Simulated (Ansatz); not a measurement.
Infrared modes and screening in BN (P6_3mc)

Perturbation theory with PBEsol in Ansatz 0.2.0 on the PBEsol cell, ground state and force constants on a 9×9×6 mesh. No spin polarisation and no zero-point or thermal motion.

It is hexagonal, P6_3mc (No. 186); a = 2.541 Å, c = 4.203 Å in the conventional setting, 5.88 Å³ an atom. B has 4 N at 1.56–1.57 Å; N has 4 B at 1.56–1.57 Å.

```cif
data_structure
_symmetry_space_group_name_H-M 'P6_3mc'
_symmetry_Int_Tables_number 186
_cell_length_a 2.5410
_cell_length_b 2.5410
_cell_length_c 4.2033
_cell_angle_alpha 90.000
_cell_angle_beta 90.000
_cell_angle_gamma 120.000
_cell_volume 23.50
loop_
_atom_site_label
_atom_site_type_symbol
_atom_site_symmetry_multiplicity
_atom_site_Wyckoff_symbol
_atom_site_fract_x
_atom_site_fract_y
_atom_site_fract_z
_atom_site_occupancy
B1 B 2 b 0.66667 0.33333 0.00027 1
N1 N 2 b 0.66667 0.33333 0.37473 1
```

Optical modes without the longitudinal term:
```json
{"ω (cm⁻¹)": "469", "degeneracy": "2", "IR intensity, summed over the level ((D/Å)²/amu)": "0.00"}
{"ω (cm⁻¹)": "963", "degeneracy": "2", "IR intensity, summed over the level ((D/Å)²/amu)": "0.00"}
{"ω (cm⁻¹)": "967", "degeneracy": "1", "IR intensity, summed over the level ((D/Å)²/amu)": "0.00"}
{"ω (cm⁻¹)": "1027", "degeneracy": "1", "IR intensity, summed over the level ((D/Å)²/amu)": "28.35"}
{"ω (cm⁻¹)": "1060", "degeneracy": "2", "IR intensity, summed over the level ((D/Å)²/amu)": "51.03"}
{"ω (cm⁻¹)": "1117", "degeneracy": "1", "IR intensity, summed over the level ((D/Å)²/amu)": "0.00"}
```

All optical modes at Γ are real, from 469 to 1117 cm⁻¹ without the longitudinal term; this says nothing of other wave vectors. With the long-range field the highest mode reaches 1276 cm⁻¹. Of the real levels 2 are infrared active, the strongest at 1060 cm⁻¹.

ε∞: 4.59 along x and y, 4.75 along z. With the ions relaxed, ε⁰ is 6.7 along x and y, 7.2 along z. Born charges, averaged over directions: B +1.87, N -1.87 e.

For comparison, on the r2SCAN cell the mean ε∞ is 4.46 with r2SCAN (ground state on 9×9×6; least gap 5.75 eV), 4.61 with PBE (ground state on 9×9×6; least gap 5.21 eV).
